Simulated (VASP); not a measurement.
# InPd (Pm-3m) in VASP: notebook

Aim: see how the results for InPd move with the level of theory and the settings. Levels: revPBE+D3(BJ), revPBE+D4, PBE, HSE06. Tasks: relaxation of cell and atoms, single point.

Everything below comes from runs of VASP 6.6.1. Logs are shortened: lines on timing, memory, paths and dates and some standing lists are left out, and cuts for length are marked.

### Step 1. The structure

It takes space group Pm-3m (No. 221, cubic). Conventional cell: a = 3.272 Å, b = 3.272 Å, c = 3.272 Å, α = 90.00°, β = 90.00°, γ = 90.00°. In (site symmetry m-3m) is surrounded by 8 Pd at 2.83 Å. Around Pd (site symmetry m-3m) lie 8 In at 2.83 Å.

The cell comes from a database or a generator and needn't be the stable form of this composition.

### Step 2. Relaxation of cell and atoms, revPBE+D3(BJ)

Input file INCAR:

```
PREC = Accurate
ENCUT = 600
EDIFF = 1E-6
ISMEAR = -1
SIGMA = 0.05
LREAL = F
LASPH = T
NELM = 80
ALGO = Fast
ISIF = 3
LWAVE = F
LCHARG = F
GGA = RE
IVDW = 12
IBRION = 2
NSW = 40
EDIFFG = -0.02
```

Input file KPOINTS:

```
regular mesh
0
Gamma
  8 8 8
```

Input file POSCAR:

```
InPd
1.0
    3.2718847800      0.0000000000      0.0000000000
    0.0000000000      3.2718847800      0.0000000000
    0.0000000000      0.0000000000      3.2718847800
In Pd
1 1
Direct
    0.0000000000      0.0000000000      0.0000000000
    0.5000000000      0.5000000000      0.5000000000
```

Potentials or basis: VASP PAW PBE potentials, release 64 (In_d, Pd).

On the command line:

```
$ cat potpaw_PBE.64/In_d/POTCAR potpaw_PBE.64/Pd/POTCAR > POTCAR
$ mpirun -np 1 vasp_std > vasp.out
```

OUTCAR:

```text
PREC = Accurate
   ENCUT = 600
   EDIFF = 1E-6
   ISMEAR = -1
   LREAL = F
   LASPH = T
   NELM = 80
   ISIF = 3
   GGA = RE
   IVDW = 12
   IBRION = 2
   NSW = 40
   EDIFFG = -0.02
 IVDW          = 12

 ion  position               nearest neighbor table
   1  0.000  0.000  0.000-   2 2.83   2 2.83   2 2.83   2 2.83   2 2.83   2 2.83   2 2.83   2 2.83

   2  0.500  0.500  0.500-   1 2.83   1 2.83   1 2.83   1 2.83   1 2.83   1 2.83   1 2.83   1 2.83

  LATTYP: Found a simple cubic cell.
 ALAT       =     3.2718847800

  Lattice vectors:

 A1 = (   3.2718847800,   0.0000000000,   0.0000000000)
 A2 = (   0.0000000000,   3.2718847800,   0.0000000000)
 A3 = (   0.0000000000,   0.0000000000,   3.2718847800)

Analysis of symmetry for initial positions (statically):
=====================================================================
 Subroutine PRICEL returns:
 Original cell was already a primitive cell.

 Routine SETGRP: Setting up the symmetry group for a
 simple cubic supercell.

 Subroutine GETGRP returns: Found 48 space group operations
 (whereof 48 operations were pure point group operations)
 out of a pool of 48 trial point group operations.

The static configuration has the point symmetry O_h .

Analysis of symmetry for dynamics (positions and initial velocities):
=====================================================================
 Subroutine PRICEL returns:
 Original cell was already a primitive cell.

 Routine SETGRP: Setting up the symmetry group for a
 simple cubic supercell.

 Subroutine GETGRP returns: Found 48 space group operations
 (whereof 48 operations were pure point group operations)
 out of a pool of 48 trial point group operations.

The dynamic configuration has the point symmetry O_h .

 Subroutine INISYM returns: Found 48 space group operations
 (whereof 48 operations are pure point group operations),
 and found     1 'primitive' translations

----------------------------------------------------------------------------------------

                                     Primitive cell

  volume of cell :      35.0263

  direct lattice vectors                    reciprocal lattice vectors
     3.271884780  0.000000000  0.000000000     0.305634234  0.000000000  0.000000000
     0.000000000  3.271884780  0.000000000     0.000000000  0.305634234  0.000000000
     0.000000000  0.000000000  3.271884780     0.000000000  0.000000000  0.305634234

  length of vectors
     3.271884780  3.271884780  3.271884780     0.305634234  0.305634234  0.305634234

  position of ions in fractional coordinates (direct lattice)
     0.000000000  0.000000000  0.000000000
     0.500000000  0.500000000  0.500000000

  ion indices of the primitive-cell ions
   primitive index   ion index
                 1           1
                 2           2

----------------------------------------------------------------------------------------

 KPOINTS: regular mesh

Automatic generation of k-mesh.
 Grid dimensions read from file:
 generate k-points for:    8    8    8

 Generating k-lattice:

  Cartesian coordinates                     Fractional coordinates (reciprocal lattice)
     0.038204279  0.000000000  0.000000000     0.125000000  0.000000000  0.000000000
     0.000000000  0.038204279  0.000000000     0.000000000  0.125000000  0.000000000
     0.000000000  0.000000000  0.038204279     0.000000000  0.000000000  0.125000000

  Length of vectors
     0.038204279  0.038204279  0.038204279

  Shift w.r.t. Gamma in fractional coordinates (k-lattice)
     0.000000000  0.000000000  0.000000000

 Subroutine IBZKPT returns following result:
 ===========================================

 Found     35 irreducible k-points:

 Following reciprocal coordinates:
            Coordinates               Weight
  0.000000  0.000000  0.000000      1.000000
  0.125000  0.000000  0.000000      6.000000
  0.250000  0.000000  0.000000      6.000000
  0.375000  0.000000  0.000000      6.000000
  0.500000  0.000000  0.000000      3.000000
  0.125000  0.125000  0.000000     12.000000
[... 16 lines left out ...]
  0.375000  0.375000  0.125000     24.000000
  0.500000  0.375000  0.125000     24.000000
 [... further k-points ...]
   k-points           NKPTS =     35   k-points in BZ     NKDIM =     35   number of bands    NBANDS=     15
   number of dos      NEDOS =    301   number of ions     NIONS =      2
   total plane-waves  NPLWV =  21952
   dimension x,y,z NGX =    28 NGY =   28 NGZ =   28
   dimension x,y,z NGXF=    56 NGYF=   56 NGZF=   56
   ions per type =               1   1
   NGX,Y,Z   is equivalent  to a cutoff of  14.23, 14.23, 14.23 a.u.
   NGXF,Y,Z  is equivalent  to a cutoff of  28.45, 28.45, 28.45 a.u.
 SYSTEM =  unknown system
   PREC   = accura    normal or accurate (medium, high low for compatibility)
   ISTART =      0    job   : 0-new  1-cont  2-samecut
   ICHARG =      2    charge: 1-file 2-atom 10-const
   ISPIN  =      1    spin polarized calculation?
   LNONCOLLINEAR =      F non collinear calculations
   LSORBIT =      F    spin-orbit coupling
   LASPH  =      T    aspherical Exc in radial PAW
   ENCUT  =  600.0 eV  44.10 Ry    6.64 a.u.   6.53  6.53  6.53*2*pi/ulx,y,z
   NELM   =     80;   NELMIN=  2; NELMDL= -5     # of ELM steps
   EDIFF  = 0.1E-05   stopping-criterion for ELM
   LREAL  =      F    real-space projection
   EDIFFG = -.2E-01   stopping-criterion for IOM
   NSW    =     40    number of steps for IOM
   IBRION =      2    ionic relax: 0-MD 1-quasi-New 2-CG
   NFREE  =      1    steps in history (QN), initial steepest desc. (CG)
   ISIF   =      3    stress and relaxation
   ISYM   =      2    0-nonsym 1-usesym 2-fastsym
   POTIM  = 0.5000    time-step for ionic-motion
   TEBEG  =    0.0;   TEEND  =   0.0 temperature during run
   PSTRESS=    0.0 pullay stress
   NELECT =      23.0000    total number of electrons
   NUPDOWN=      -1.0000    fix difference up-down
   EMIN   =  10.00;   EMAX   =-10.00  energy-range for DOS
   EFERMI =   0.00;   METHOD = LEGACY
   ISMEAR =    -1;   SIGMA  =   0.05  broadening in eV -4-tet -1-fermi 0-gaus
   EFERMI_NEDOS =   21; number of points for ismear=-14 and -15
   IALGO  =     68    algorithm
   IMIX   =      4    mixing-type and parameters
     AMIX     =   0.40;   BMIX     =  1.00
     AMIX_MAG =   1.60;   BMIX_MAG =  1.00
  volume/ion in A,a.u.               =      17.51       118.18
  Fermi-wavevector in a.u.,A,eV,Ry     =   1.422938  2.688964 27.548447  2.024754
  Thomas-Fermi vector in A             =   2.543589
   LORBIT       =      0    0 simple, 1 ext, 2 COOP (PROOUT), +10 PAW based schemes
   GGA     = RE    functional components
   LHFCALC =     F    Hartree Fock is set to
   AEXX    =    0.0000 exact exchange contribution
   IVDW    =    12    specifies the selected vdW correction
   LEPSILON=     F    determine dielectric tensor
   LRPA    =     F    only Hartree local field effects (RPA)
 conjugate gradient relaxation of ions
 non-spin polarized calculation
 RMM-DIIS sequential band-by-band and
  energy-cutoff  :      600.00
  volume of cell :       35.03
 maximum number of plane-waves:      1189
 NGX is ok and might be reduce to    28
   NGX = 13   NGY = 13   NGZ = 13

--------------------------------------- Ionic step        1  -------------------------------------------

 number of electron      23.0000010 magnetization

 Free energy of the ion-electron system (eV)
  ---------------------------------------------------
  ext. energy  EPLUGINS =         0.00000000
  ---------------------------------------------------
  free energy    TOTEN  =        -7.91581217 eV

  energy without entropy =       -7.90573957  energy(sigma->0) =       -7.91077587

------------------------ aborting loop because EDIFF is reached ----------------------------------------

 Edisp (eV)   -1.99210

 E8    (eV) :    -1.4391

  FORCE on cell =-STRESS in cart. coord.  units (eV):
  Direction    XX          YY          ZZ          XY          YZ          ZX
  --------------------------------------------------------------------------------------
  -------------------------------------------------------------------------------------
  Total      -0.75737    -0.75737    -0.75737    -0.00000     0.00000    -0.00000
  in kB     -34.64374   -34.64374   -34.64374    -0.00000     0.00000    -0.00000
  external pressure =      -34.64 kB  Pullay stress =        0.00 kB

 VOLUME and BASIS-vectors are now :
 -----------------------------------------------------------------------------
  energy-cutoff  :      600.00
  volume of cell :       35.03
      direct lattice vectors                 reciprocal lattice vectors
     3.271884780  0.000000000  0.000000000     0.305634234  0.000000000  0.000000000
     0.000000000  3.271884780  0.000000000     0.000000000  0.305634234  0.000000000
     0.000000000  0.000000000  3.271884780     0.000000000  0.000000000  0.305634234
[... 121 lines left out ...]
 POSITION                                       TOTAL-FORCE (eV/Angst)
 -----------------------------------------------------------------------------------
      0.00000      0.00000      0.00000         0.000000     -0.000000      0.000000
      1.61972      1.61972      1.61972        -0.000000      0.000000      0.000000
 -----------------------------------------------------------------------------------
    total drift:                                0.000000      0.000000      0.000000

  FREE ENERGIE OF THE ION-ELECTRON SYSTEM (eV)
  ---------------------------------------------------
  free  energy   TOTEN  =        -9.9181287801 eV

  energy  without entropy=       -9.9081813475  energy(sigma->0) =       -9.91315506

--------------------------------------- Ionic step        5  -------------------------------------------

 number of electron      23.0000002 magnetization

 Free energy of the ion-electron system (eV)
  ---------------------------------------------------
  ext. energy  EPLUGINS =         0.00000000
  ---------------------------------------------------
  free energy    TOTEN  =        -7.86504613 eV

  energy without entropy =       -7.85509322  energy(sigma->0) =       -7.86006968

 E-fermi :  10.9484     XC(G=0): -12.3232

 val. band max:       10.9142567348   @ k =   0.3750   0.2500   0.1250
 cond. band min:      11.1379574379   @ k =   0.5000   0.5000   0.5000
 fundamental gap:      0.2237007031
 Fermi energy:        10.9483587621

 k-point     1 :       0.0000    0.0000    0.0000
  band No.  band energies     occupation
      1      -4.0519      2.00000
      2      -4.0519      2.00000
      3      -3.6096      2.00000
      4      -3.6096      2.00000
      5      -3.6096      2.00000
      6       0.7477      2.00000
      7       7.0691      2.00000
      8       7.0691      2.00000
      9       8.6873      2.00000
     10       8.6873      2.00000
     11       8.6873      2.00000
     12      15.3240      0.00000
     13      15.3240      0.00000
     14      15.3240      0.00000
     15      20.9068      0.00000
[... 397 lines left out ...]
 k-point    24 :       0.5000    0.3750    0.1250
  band No.  band energies     occupation
      1      -3.9477      2.00000
      2      -3.7931      2.00000
      3      -3.7787      2.00000
      4      -3.7570      2.00000
      5      -3.4412      2.00000
      6       4.7713      2.00000
      7       6.9275      2.00000
      8       7.3437      2.00000
      9       7.7773      2.00000
     10       8.6929      2.00000
     11       9.4164      2.00000
     12       9.9722      2.00000
     13      13.4059      0.00000
     14      14.6583      0.00000
     15      19.0274      0.00000

 [... further k-points ...]

------------------------ aborting loop because EDIFF is reached ----------------------------------------

 Edisp (eV)   -2.05318

 E8    (eV) :    -1.4837

  FORCE on cell =-STRESS in cart. coord.  units (eV):
  Direction    XX          YY          ZZ          XY          YZ          ZX
  --------------------------------------------------------------------------------------
  -------------------------------------------------------------------------------------
  Total       0.03703     0.03703     0.03703    -0.00000    -0.00000    -0.00000
  in kB       1.74270     1.74270     1.74270    -0.00000    -0.00000    -0.00000
  external pressure =        1.74 kB  Pullay stress =        0.00 kB

 VOLUME and BASIS-vectors are now :
 -----------------------------------------------------------------------------
  energy-cutoff  :      600.00
  volume of cell :       34.04
      direct lattice vectors                 reciprocal lattice vectors
     3.240971998 -0.000000000 -0.000000000     0.308549411  0.000000000 -0.000000000
    -0.000000000  3.240971998 -0.000000000     0.000000000  0.308549411 -0.000000000
     0.000000000  0.000000000  3.240971998     0.000000000  0.000000000  0.308549411

 POSITION                                       TOTAL-FORCE (eV/Angst)
 -----------------------------------------------------------------------------------
      0.00000      0.00000      0.00000         0.000000     -0.000000      0.000000
      1.62049      1.62049      1.62049        -0.000000      0.000000      0.000000
 -----------------------------------------------------------------------------------
    total drift:                                0.000000      0.000000      0.000000

  FREE ENERGIE OF THE ION-ELECTRON SYSTEM (eV)
  ---------------------------------------------------
  free  energy   TOTEN  =        -9.9182274474 eV

  energy  without entropy=       -9.9082745324  energy(sigma->0) =       -9.91325099

 reached required accuracy - stopping structural energy minimisation
```

Wall time 2.4 min (1 thread of AMD EPYC 7R13 (Zen 3), shared host); peak memory 0.15 GiB.

Results:

| Property | Result |
| --- | --- |
| Free energy | -9.9182 eV |
| Relaxed volume | 17.02 Å³/atom |
| Relaxed cell | a = 3.241 Å, b = 3.241 Å, c = 3.241 Å, α = 90.00°, β = 90.00°, γ = 90.00° |
| Space group after relaxing (to 0.05 Å) | Pm-3m (No. 221) |
| Energy gained by relaxing | 5.2 meV/atom |
| Ionic steps | 5 |
| Pressure after relaxing | 0.2 GPa |
| Band gap on the k mesh | none (metal or under the smearing width) |
| Dispersion energy per atom | -1.027 eV |

The path:
| step | energy change (eV) | largest force (eV/Å) | pressure (GPa) | volume (Å³) |
| --- | --- | --- | --- | --- |
| 1 | 0.0000 | 0.0000 | -3.46 | 35.03 |
| 2 | 0.0020 | 0.0000 | 4.25 | 33.14 |
| 3 | -0.0104 | 0.0000 | -0.52 | 34.10 |
| 4 | -0.0102 | 0.0000 | 0.42 | 33.99 |
| 5 | -0.0103 | 0.0000 | 0.17 | 34.04 |

Final structure:
```
CELL_PARAMETERS angstrom
3.24097 0.00000 0.00000
0.00000 3.24097 0.00000
0.00000 0.00000 3.24097
ATOMIC_POSITIONS crystal
In 0.00000 0.00000 0.00000
Pd 0.50000 0.50000 0.50000
```

Caveat: the PAW data sets were made with another functional, which shifts forces and pressure a little; pairwise dispersion overbinds metals, which lowers pressure and volume.

(Part 1 of 2 ends here.)
